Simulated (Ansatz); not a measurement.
# Al under changes of volume

One of the cells (16.603 Å³/atom); the others are scaled copies at fixed shape and fractional positions:

```
Al
1.0
     0.00000    2.02481    2.02481
     2.02481    0.00000    2.02481
     2.02481    2.02481    0.00000
Al
1
Direct
  0.00000 0.00000 0.00000
```

* Program: Ansatz 0.2.0
* Functional: rPW86-PBE
* Potentials or basis: Ansatz PAW
* Cutoff: 420 eV (not typed: the program's choice for these potentials)
* k mesh: 11 × 11 × 11
* Occupations: fermi-dirac, width 0.05 eV
* Spin: no spin polarisation

| volume (Å³/atom) | energy over the lowest point (meV/atom) | pressure (GPa) |
| --- | --- | --- |
| 15.607 | 12.54 | 4.9 |
| 15.939 | 4.61 | 2.9 |
| 16.271 | 0.57 | 1.1 |
| 16.603 | 0.00 | -0.5 |
| 16.935 | 2.57 | -1.9 |
| 17.267 | ? | ? |
| 17.599 | 15.65 | -4.3 |

Q: What does the run at 17.267 Å³/atom give?

A: Energy over the lowest point 7.87 meV/atom; pressure -3.2 GPa.

Worked out: A Birch-Murnaghan fit of order 3 (a polynomial in V^(-2/3)) to the other rows has its minimum at 16.49 Å³/atom with B0 = V·E''(V) = 77 GPa and B' = 4.7. It gives 7.87 meV/atom at 17.267 Å³/atom, against the run's 7.87, and -dE/dV = -3.2 GPa, against -3.2.

Energies are extrapolated to zero smearing.

Caveats: the PAW data sets come from PBE, with cores solved anew for the run's functional, which leaves a small shift of forces and pressure.
